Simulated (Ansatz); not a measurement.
## Density of states of TaN

```
Ta N
1.0
     5.19600    0.00000    0.00000
    -2.59800    4.49987    0.00000
     0.00000    0.00000    2.91100
Ta N
3 3
Direct
  0.33333 0.66667 0.50000
  0.66667 0.33333 0.50000
  0.00000 0.00000 0.00000
  0.39285 0.00000 0.00000
  0.60715 0.60715 0.00000
  0.00000 0.39285 0.00000
```

The cell is COD entry 2106407, as deposited and not checked against the literature; nothing was relaxed.

No spin–orbit coupling, which matters for the heavy atoms here.

Computed with DFT, PBE, all-electron LAPW, scalar-relativistic (Ansatz 0.2.0).

The runs use a Γ-centred 6×6×9 k mesh, Fermi–Dirac smearing of 0.01 eV, basis error target 1 meV/atom, no spin polarisation.

States per eV and cell, averaged over 0.4 eV, from -9.4 to 6.0 eV, with energies (bin centres) from the Fermi level; empty bins are left out. The partial columns, the largest 3 alone, are projections on Löwdin-orthogonalised atomic shells (those that the program's projection atoms carry: the occupied ones and, for some elements, an empty d or f shell; other empty shells have no column), summed over atoms of an element. Weights on diffuse s and p shells depend on that basis and aren't pure angular character.

```csv
E (eV),total,Ta 5d,N 2p,Ta 6s
-9.3,0.04,0.01,0.02,0.00
-8.9,0.74,0.20,0.42,0.09
-8.5,3.50,1.10,1.94,0.32
-8.1,3.13,0.99,1.75,0.25
-7.7,4.21,1.48,2.38,0.18
-7.3,3.51,1.22,2.02,0.13
-6.9,3.79,1.27,2.28,0.10
-6.5,2.76,0.94,1.65,0.07
-6.1,4.45,1.34,2.90,0.07
-5.7,4.74,1.30,3.17,0.14
-5.3,3.03,0.88,1.95,0.10
-4.9,4.23,1.16,2.87,0.09
-4.5,3.45,0.84,2.43,0.08
-4.1,3.41,0.81,2.49,0.04
-3.7,0.55,0.28,0.20,0.05
-3.3,0.69,0.38,0.22,0.08
-2.9,1.85,1.46,0.24,0.11
-2.5,3.19,2.54,0.39,0.16
-2.1,4.04,3.19,0.46,0.17
-1.7,1.57,1.17,0.25,0.07
-1.3,1.38,1.06,0.23,0.04
-0.9,0.80,0.62,0.13,0.03
-0.5,0.51,0.38,0.08,0.02
-0.1,0.47,0.35,0.07,0.03
0.3,0.80,0.64,0.09,0.04
0.7,1.69,1.40,0.16,0.04
1.1,3.89,3.11,0.45,0.08
1.5,4.60,3.69,0.47,0.10
1.9,3.86,3.12,0.42,0.10
2.3,5.01,3.99,0.56,0.15
2.7,4.77,3.69,0.62,0.15
3.1,4.35,3.11,0.60,0.16
3.5,6.72,5.03,0.81,0.19
3.9,4.21,3.03,0.68,0.11
4.3,3.34,2.12,0.56,0.20
4.7,4.06,2.40,0.83,0.26
5.1,3.99,2.25,0.88,0.27
5.5,3.52,1.80,0.75,0.34
5.9,3.56,1.93,0.96,0.20
```

Question: Which of the resolved shells contributes most within 0.3 eV of the Fermi level?

Answer: Ta 5d, with 76 % of all states there; N 2p follows with 14 %.

Question: Where is the centre of the filled Ta 5d states between -14 eV and the top of the filled states?

Answer: -4.45 eV from the Fermi level.
